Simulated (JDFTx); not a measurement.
**BAs: equation of state with PBEsol**

**Experimental background.**

“Basic Physical Properties of Cubic Boron Arsenide”, 2019, arxiv:1911.11281 quotes, for a bulk crystal of BAs: bulk modulus 148 GPa.

The system is BAs.

```
As B
1.0
     0.00000    2.38850    2.38850
     2.38850    0.00000    2.38850
     2.38850    2.38850    0.00000
As B
1 1
Direct
  0.75000 0.75000 0.75000
  0.00000 0.00000 0.00000
```

```
Program                                 : JDFTx 1.7.0 (patched build)
Task                                    : equation of state
Functional                              : PBEsol
Potentials or basis                     : PseudoDojo-SR-PBEsol-0.4.1-standard
Cutoff                                  : 1143 eV
Density cutoff                          : 9143 eV
k mesh                                  : 10 × 10 × 10
Occupations                             : fermi-dirac, width 0.05 eV
Spin                                    : no spin polarisation
Bands                                   : 15
Density cutoff over wavefunction cutoff : 8
Max SCF steps                           : 100
SCF threshold on the energy             : 1e-09 Ha
Solver of the electrons                 : scf
```

* Equilibrium volume: 13.56 Å³/atom
* Bulk modulus: 140 GPa
* Pressure derivative of the bulk modulus: 4.1

Energy against volume, from the lowest point:
```
volume (Å³/atom)  energy (meV/atom)
          12.809              19.74
          13.081               7.62
          13.354               1.22
          13.626               0.00
          13.899               3.46
          14.171              11.14
          14.444              22.64
```

Against the measured bulk modulus of BAs, 148 GPa (quoted in “Basic Physical Properties of Cubic Boron Arsenide”, 2019, arxiv:1911.11281), the calculated 140 GPa is off by -5.3 %. The fit is for a static lattice scaled at fixed shape and fixed fractional positions.
